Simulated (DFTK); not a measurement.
The system is BaTiO3.

```
Ba Ti O
1.0
     3.99980    0.00000    0.00000
     0.00000    3.99980    0.00000
     0.00000    0.00000    4.01800
Ba Ti O
1 1 3
Direct
  0.00000 0.00000 0.00000
  0.50000 0.50000 0.49000
  0.00000 0.50000 0.51700
  0.50000 0.00000 0.51700
  0.50000 0.50000 0.01900
```

```yaml
Program: DFTK 0.8.2
Task: single point
Functional: PBEsol
Potentials_or_basis: dojo.nc.sr.pbesol.v0_4_1.standard.upf (PBEsol)
Cutoff: 1143 eV
k_mesh: 7 × 7 × 7
Occupations: fermi-dirac, width 0.05 eV
Spin: no spin polarisation
```

On this cell: pressure -3.5 GPa; largest force 0.366 eV/Å; band gap on the k mesh 1.88 eV, indirect (least direct gap 2.06 eV).

The same run follows on a disturbed copy (atoms moved at random, drawn with an rms of 0.05 Å):

```xyz
5
Lattice="3.9998 0.0000 0.0000 0.0000 3.9998 0.0000 0.0000 0.0000 4.0180" Properties=species:S:1:pos:R:3 pbc="T T T"
Ba   -0.0396    0.0615   -0.0156
Ti    1.9874    2.0013    1.9824
O    -0.0148    2.0017    2.0594
O     2.0536    0.0018    2.0959
O     2.0258    1.9721    0.0990
```

What changes?

The energy moves by +7.5 meV/atom; pressure -3.0 GPa; largest force 0.494 eV/Å; band gap on the k mesh 1.90 eV, indirect (least direct gap 2.07 eV).

Forces in eV/Å, atoms in the order of the input:
```
Ba   0.238 -0.377  0.213
Ti   0.010  0.167 -0.318
O    0.438  0.053  0.070
O   -0.411 -0.046 -0.118
O   -0.274  0.203  0.152
```

Stress tensor (GPa, compression positive):
```
-3.24 -0.20  0.45
-0.20 -3.63 -0.19
 0.45 -0.19 -2.23
```

Caveats: this release of the barium file is off; the files of the heavy main-group elements may lack f projectors, which makes oxides come out too large; spin-orbit coupling is left out, which moves the levels of the heavy elements; an odd mesh through Γ misses points on the zone boundary, where band edges often lie.
